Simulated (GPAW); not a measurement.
# Pb (Fm-3m) in GPAW: settings compared

Aim: see how the results for Pb move with the level of theory and the settings. Levels: BLYP, TPSS. Tasks: relaxation of cell and atoms.

Program: GPAW 26.7.0. These are calculated values, not measurements. Logs are shortened: lines on timing, memory, paths and dates and some standing lists are left out, and cuts for length are marked. The log counts tension as positive stress, the text compression.

### 1 The crystal as given

Symmetry: Fm-3m, No. 225, cubic system. Conventional cell: a = 4.950 Å, b = 4.950 Å, c = 4.950 Å, α = 90.00°, β = 90.00°, γ = 90.00°. Pb (site symmetry m-3m) is surrounded by 12 Pb at 3.50 Å.

### 2 Relaxation of cell and atoms, BLYP

run.py reads:

```python
from ase.filters import FrechetCellFilter
from ase.io import read, write
from ase.optimize import BFGS
from gpaw import GPAW, PW, setup_paths

setup_paths.insert(0, '.')

atoms = read('POSCAR')

calc = GPAW(mode=PW(600),
            xc='BLYP',
            kpts={'size': (9, 9, 9), 'gamma': True},
            occupations={'name': 'fermi-dirac', 'width': 0.05},
            nbands=14,
            convergence={'density': 1e-05, 'energy': 1e-05},
            eigensolver='davidson',
            maxiter=150,
            txt='gpaw.txt')
atoms.calc = calc
opt = BFGS(FrechetCellFilter(atoms), trajectory='relax.traj', logfile='-')
done = opt.run(fmax=0.02, steps=60)
calc.write('gs.gpw')
write('result.traj', atoms)
print('Converged:', done)
print('Cell:', atoms.cell.cellpar().round(4))
print('Volume:', round(atoms.get_volume(), 4))
print(atoms.get_scaled_positions().round(5))
```

POSCAR reads:

```
Pb
1.0
    0.0000000000      2.4750200000      2.4750200000
    2.4750200000      0.0000000000      2.4750200000
    2.4750200000      2.4750200000      0.0000000000
Pb
1
Direct
    0.0000000000      0.0000000000      0.0000000000
```

Potentials or basis: PAW data sets generated in the run's folder for this functional, pw.

Run with:

```
gpaw-setup -f BLYP Pb
OMP_NUM_THREADS=1 python run.py
```

gpaw.txt:

```text
__  _  _
 | _ |_)|_||  |
 |__||  | ||/\| - 26.7.0

Input parameters:
  mode=PW(ecut=600.0),
  convergence={'density': 1e-05, 'energy': 1e-05},
  eigensolver=Davidson(niter=2),
  kpts=MonkhorstPack(size=(9, 9, 9), gamma=True),
  maxiter=150,
  nbands=14,
  occupations=Occupations(name='fermi-dirac', width=0.05),
  xc=XC(name='BLYP')

Diagonalizing LCAO Hamiltonian
Converting LCAO to pw mode

       Pb

Atoms  # Å, Bohr magnetons
|   | symbol |        x |        y |        z |    initial magnetic moments |
|---|--------|----------|----------|----------|-----------------------------|
| 0 |     Pb | 0.000000 | 0.000000 | 0.000000 | ( 0.0000,  0.0000,  0.0000) |

Unit cell  # Å
| periodic |        x |        y |        z |  lengths |    angles |
|----------|----------|----------|----------|----------|-----------|
|      yes | 0.000000 | 2.475020 | 2.475020 | 3.500207 | 60.000000 |
|      yes | 2.475020 | 0.000000 | 2.475020 | 3.500207 | 60.000000 |
|      yes | 2.475020 | 2.475020 | 0.000000 | 3.500207 | 60.000000 |

Number of symmetries: 48
Symmetry operations  # r_c * U_cc + t_c -> r_c
|    | kind |            matrix            |
|----|------|------------------------------|
|  0 |  σ   |  1, 0, 0,  1, 0,-1,  1,-1, 0 |
|  1 |  C2  |  1, 0, 0,  1,-1, 0,  1, 0,-1 |
|  2 |  E   |  1, 0, 0,  0, 1, 0,  0, 0, 1 |
|  3 |  σ   |  1, 0, 0,  0, 0, 1,  0, 1, 0 |
|  4 |  C4  |  1, 0,-1,  1, 0, 0,  1,-1, 0 |
|  5 |  S6  |  1, 0,-1,  1,-1, 0,  1, 0, 0 |
|  6 |  σ   |  1, 0,-1,  0, 1,-1,  0, 0,-1 |
|  7 |  C3  |  1, 0,-1,  0, 0,-1,  0, 1,-1 |
|  8 |  S6  |  1,-1, 0,  1, 0, 0,  1, 0,-1 |
[... 147 lines left out ...]
SCF iterations
|iter     | |      energy | eigst |  dens |
|---------|-|-------------|-------|-------|
|iter:   1| |   -3.067432 | -0.21 |       |
|iter:   2| |   -3.070041 | -1.86 | -1.90 |
|iter:   3| |   -3.065890 | -2.27 | -1.92 |
|iter:   4| |   -3.064418 | -3.87 | -2.39 |
|iter:   5| |   -3.064501 | -4.13 | -2.70 |
|iter:   6| |   -3.064504c| -5.07 | -3.82 |
|iter:   7| |   -3.064505c| -5.80 | -4.16 |
|iter:   8| |   -3.064506c| -6.78 | -4.52 |
|iter:   9| |   -3.064506c| -6.97 | -5.19c|
|iter:  10| |   -3.064506c| -8.21c| -5.68c|

Converged in 10 steps
Energy contributions relative to reference atoms: (reference = -567303.352996)

Energy contributions:
  Kinetic:          10.491084
  Coulomb:         -10.295786
  Zero:              0.115953
  External:          0.000000
  Xc:               -3.374072
  Entropy:          -0.003370
  Spinorbit:         0.000000
  ----------------------------
  Free energy:      -3.066191
  Extrapolated:     -3.064506
[... 25 lines left out ...]
Stress tensor  # eV/Ang^3
|         x |         y |         z |
|-----------|-----------|-----------|
[... 270 lines left out ...]
|  0 |  σ   |  1, 0, 0,  1, 0,-1,  1,-1, 0 |
|  1 |  C2  |  1, 0, 0,  1,-1, 0,  1, 0,-1 |
|  2 |  E   |  1, 0, 0,  0, 1, 0,  0, 0, 1 |
|  3 |  σ   |  1, 0, 0,  0, 0, 1,  0, 1, 0 |
|  4 |  C4  |  1, 0,-1,  1, 0, 0,  1,-1, 0 |
|  5 |  S6  |  1, 0,-1,  1,-1, 0,  1, 0, 0 |
|  6 |  σ   |  1, 0,-1,  0, 1,-1,  0, 0,-1 |
|  7 |  C3  |  1, 0,-1,  0, 0,-1,  0, 1,-1 |
|  8 |  S6  |  1,-1, 0,  1, 0, 0,  1, 0,-1 |
[... 147 lines left out ...]
SCF iterations
|iter     | |      energy | eigst |  dens |
|---------|-|-------------|-------|-------|
|iter:   1| |   -3.370525 |       |       |
|iter:   2| |   -3.331845 | -2.27 | -1.37 |
|iter:   3| |   -3.128188 | -1.47 | -1.40 |
|iter:   4| |   -3.124183 | -3.01 | -2.10 |
|iter:   5| |   -3.128774 | -2.64 | -2.33 |
|iter:   6| |   -3.128815 | -3.77 | -3.46 |
|iter:   7| |   -3.128850c| -4.29 | -3.78 |
|iter:   8| |   -3.128848c| -5.82 | -3.82 |
|iter:   9| |   -3.128851c| -6.25 | -4.41 |
|iter:  10| |   -3.128851c| -7.12 | -5.15c|
|iter:  11| |   -3.128851c| -7.75c| -5.63c|

Converged in 11 steps
Energy contributions relative to reference atoms: (reference = -567303.352996)

Energy contributions:
  Kinetic:           6.422636
  Coulomb:          -7.027196
  Zero:              0.103018
  External:          0.000000
  Xc:               -2.625850
  Entropy:          -0.002917
  Spinorbit:         0.000000
  ----------------------------
  Free energy:      -3.130309
  Extrapolated:     -3.128851
[... 25 lines left out ...]
Stress tensor  # eV/Ang^3
|         x |         y |         z |
|-----------|-----------|-----------|
| -0.002124 |  0.000000 |  0.000000 |
|  0.000000 | -0.002124 |  0.000000 |
|  0.000000 |  0.000000 | -0.002124 |

Forces  # eV/Ang
|        x |        y |       z |
|----------|----------|---------|
| -0.00000 | -0.00000 | 0.00000 |  # Pb   0

Interpolating wave functions to new cell

       Pb

Atoms  # Å, Bohr magnetons
|   | symbol |        x |        y |        z |    initial magnetic moments |
|---|--------|----------|----------|----------|-----------------------------|
| 0 |     Pb | 0.000000 | 0.000000 | 0.000000 | ( 0.0000,  0.0000,  0.0000) |

Unit cell  # Å
| periodic |        x |         y |         z |  lengths |    angles |
|----------|----------|-----------|-----------|----------|-----------|
|      yes | 0.000000 |  2.580331 |  2.580331 | 3.649139 | 60.000000 |
|      yes | 2.580331 | -0.000000 |  2.580331 | 3.649139 | 60.000000 |
|      yes | 2.580331 |  2.580331 | -0.000000 | 3.649139 | 60.000000 |

Number of symmetries: 48
Symmetry operations  # r_c * U_cc + t_c -> r_c
|    | kind |            matrix            |
|----|------|------------------------------|
|  0 |  σ   |  1, 0, 0,  1, 0,-1,  1,-1, 0 |
|  1 |  C2  |  1, 0, 0,  1,-1, 0,  1, 0,-1 |
|  2 |  E   |  1, 0, 0,  0, 1, 0,  0, 0, 1 |
|  3 |  σ   |  1, 0, 0,  0, 0, 1,  0, 1, 0 |
|  4 |  C4  |  1, 0,-1,  1, 0, 0,  1,-1, 0 |
|  5 |  S6  |  1, 0,-1,  1,-1, 0,  1, 0, 0 |
|  6 |  σ   |  1, 0,-1,  0, 1,-1,  0, 0,-1 |
|  7 |  C3  |  1, 0,-1,  0, 0,-1,  0, 1,-1 |
|  8 |  S6  |  1,-1, 0,  1, 0, 0,  1, 0,-1 |
[... 147 lines left out ...]
SCF iterations
|iter     | |      energy | eigst |  dens |
|---------|-|-------------|-------|-------|
|iter:   1| |   -3.133177 |       |       |
|iter:   2| |   -3.132526 | -4.08 | -2.27 |
|iter:   3| |   -3.129240 | -3.20 | -2.29 |
|iter:   4| |   -3.129135 | -4.76 | -2.95 |
|iter:   5| |   -3.129215c| -4.38 | -3.23 |
|iter:   6| |   -3.129216c| -5.53 | -4.26 |
|iter:   7| |   -3.129217c| -6.06 | -4.66 |
|iter:   8| |   -3.129217c| -7.66c| -4.70 |
|iter:   9| |   -3.129217c| -7.96c| -5.30c|

Converged in 9 steps
Energy contributions relative to reference atoms: (reference = -567303.352996)

Energy contributions:
  Kinetic:           6.156576
  Coulomb:          -6.812642
  Zero:              0.101657
  External:          0.000000
  Xc:               -2.573358
  Entropy:          -0.002901
  Spinorbit:         0.000000
  ----------------------------
  Free energy:      -3.130668
  Extrapolated:     -3.129217
[... 25 lines left out ...]
Stress tensor  # eV/Ang^3
|         x |         y |         z |
|-----------|-----------|-----------|
| -0.000191 | -0.000000 | -0.000000 |
| -0.000000 | -0.000191 |  0.000000 |
| -0.000000 |  0.000000 | -0.000191 |

Forces  # eV/Ang
|       x |       y |       z |
|---------|---------|---------|
| 0.00000 | 0.00000 | 0.00000 |  # Pb   0

# Writing to gs.gpw (mode='')
```

stdout:

```text
Step          Energy          fmax
BFGS:    0       -3.066191        1.065499
BFGS:    1       -3.105411        0.646532
BFGS:    2       -3.130309        0.072328
BFGS:    3       -3.130668        0.006578
Converged: True
Cell: [ 3.6491  3.6491  3.6491 60.     60.     60.    ]
Volume: 34.3602
[[0. 0. 0.]]
```

It took 35 s on 1 thread of Arm Neoverse V2, shared host; peak memory 0.17 GiB.

Results:

```
Free energy                            : -3.1307 eV
Relaxed volume                         : 34.36 Å³/atom
Relaxed cell                           : a = 3.649 Å, b = 3.649 Å, c = 3.649 Å, α = 60.00°, β = 60.00°, γ = 60.00°
Space group after relaxing (to 0.05 Å) : Fm-3m (No. 225)
Energy gained by relaxing              : 64.7 meV/atom
Ionic steps                            : 4
Pressure after relaxing                : 0.0 GPa
Band gap on the k mesh                 : none (metal or under the smearing width)
```

Step by step:
| step | energy change (eV) | largest force (eV/Å) | pressure (GPa) | volume (Å³) |
| --- | --- | --- | --- | --- |
| 1 | 0.0000 | 0.0000 | 5.63 | 30.32 |
| 2 | -0.0392 | 0.0000 | 3.26 | 31.74 |
| 3 | -0.0643 | 0.0000 | 0.34 | 34.06 |
| 4 | -0.0647 | 0.0000 | 0.03 | 34.36 |

Final structure:
```
Pb
1.0
     0.00000    2.58033    2.58033
     2.58033    0.00000    2.58033
     2.58033    2.58033    0.00000
Pb
1
Direct
  0.00000 0.00000 0.00000
```

Caveat: later steps reuse the first step's grids. Spin-orbit coupling is left out, which matters for the levels of Pb.

### 3 Relaxation of cell and atoms, TPSS

Edit run.py of step 2 so:

```diff
@@ -3,5 +3,3 @@
 from ase.optimize import BFGS
-from gpaw import GPAW, PW, setup_paths
-
-setup_paths.insert(0, '.')
+from gpaw import GPAW, PW
 
@@ -10,3 +8,3 @@
 calc = GPAW(mode=PW(600),
-            xc='BLYP',
+            xc='MGGA_X_TPSS+MGGA_C_TPSS',
             kpts={'size': (9, 9, 9), 'gamma': True},
```

POSCAR is that of step 2.

Potentials or basis: GPAW PAW data sets (gpaw-data 1.2.1), pw.

Run with:

```
OMP_NUM_THREADS=1 python run.py
```

Wall time 73 s (1 thread of Arm Neoverse V2, shared host); peak memory 0.48 GiB.

The run converged. Its results:

- Free energy: 10.5982 eV
- Relaxed volume: 30.61 Å³/atom
- Relaxed cell: a = 3.511 Å, b = 3.511 Å, c = 3.511 Å, α = 60.00°, β = 60.00°, γ = 60.00°
- Space group after relaxing (to 0.05 Å): Fm-3m (No. 225)
- Energy gained by relaxing: 0.4 meV/atom
- Ionic steps: 3
- Pressure after relaxing: 0.0 GPa
- Band gap on the k mesh: none (metal or under the smearing width)

Step by step:
```csv
step,energy change (eV),largest force (eV/Å),pressure (GPa),volume (Å³)
1,0.0000,0.0000,0.46,30.32
2,-0.0003,0.0000,0.28,30.44
3,-0.0004,0.0000,0.00,30.61
```

Final structure:
```
CELL_PARAMETERS angstrom
0.00000 2.48286 2.48286
2.48286 0.00000 2.48286
2.48286 2.48286 0.00000
ATOMIC_POSITIONS crystal
Pb 0.00000 0.00000 0.00000
```

Levels at points of the mesh, in eV from the Fermi level:
```
           k point  band 4  band 5  band 6  band 7  band 8  band 9  band 10
(0.00, 0.00, 0.00)  -16.88  -16.88  -11.55    7.50    7.50    7.50     9.93
```

Caveat: later steps reuse the first step's grids; the PAW data sets were made with another functional, which shifts forces and pressure a little.

### 4 How close it comes

Step 2. The cell as given is a measured one (30.32 Å³/atom); BLYP puts the equilibrium volume +13.3 % from it, thermal expansion not counted.

Step 3. The cell as given is a measured one (30.32 Å³/atom); TPSS puts the equilibrium volume +1.0 % from it, thermal expansion not counted.
